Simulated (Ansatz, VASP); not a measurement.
**Two plane-wave programs on BP**

File POSCAR:

```
BP
1.0
    0.0000000000      2.2690000000      2.2690000000
    2.2690000000      0.0000000000      2.2690000000
    2.2690000000      2.2690000000      0.0000000000
B P
1 1
Direct
    0.0000000000      0.0000000000      0.0000000000
    0.2500000000      0.2500000000      0.2500000000
```

INCAR.step1

```
SYSTEM = BP
PREC = Accurate
ENCUT = 600
ISMEAR = 1
SIGMA = 0.02
LREAL = .False.
LASPH = .True.
NELM = 60
GGA = PE
ALGO = Normal
EDIFF = 1E-4
LWAVE = .True.
LCHARG = .False.
```

INCAR.step2

```
SYSTEM = BP
PREC = Accurate
ENCUT = 600
EDIFF = 1E-6
ISMEAR = 1
SIGMA = 0.02
LREAL = .False.
LASPH = .True.
NELM = 60
ALGO = Normal
ISIF = 3
LWAVE = .False.
LCHARG = .False.
METAGGA = R2SCAN
LMIXTAU = .True.
IBRION = 2
NSW = 80
EDIFFG = -0.01
ISTART = 1
```

KPOINTS

```
Automatic mesh
0
Gamma
  8 8 8
  0 0 0
```

Input for Ansatz:

```yaml
crystal:
  lattice:
    - [0.0, 2.269, 2.269]
    - [2.269, 0.0, 2.269]
    - [2.269, 2.269, 0.0]
  atoms:
    - { symbol: B, position: [0.0, 0.0, 0.0] }
    - { symbol: P, position: [0.25, 0.25, 0.25] }
basis:
  ecutwfc: 510.0
kpoints:
  mp_grid:
    grid: [8, 8, 8]
hamiltonian:
  xc: r2scan
  dispersion: none
scf:
  occupations:
    method: methfessel_paxton
    width: 0.02
relax:
  f_tol: 0.01
  cell: {}
```

Alike in both runs: task relaxation of cell and atoms; functional r2SCAN; k mesh 8 × 8 × 8; occupations methfessel-paxton of order 1, width 0.02 eV; no spin polarisation.

|  | VASP | Ansatz |
| --- | --- | --- |
| version | VASP 6.6.1 | Ansatz 0.2.0 |
| potentials or method | VASP PAW PBE potentials, release 64 (B, P) | plane waves, PAW |
| plane-wave cutoff (eV) | 600 | 510 |
| valence electrons in the cell | 8 | 8 |

```csv
,VASP,Ansatz,Ansatz less VASP
relaxed volume (Å³/atom),11.64,11.67,+0.035
relaxed cell length with the largest relative difference (Å),3.205,3.208,+0.0032
```

Caveats: the PAW data sets were made with another functional, which shifts forces and pressure a little (VASP). A k mesh can miss the band edges. r2SCAN opens gaps a little over a GGA but as a rule still falls short of measured ones.
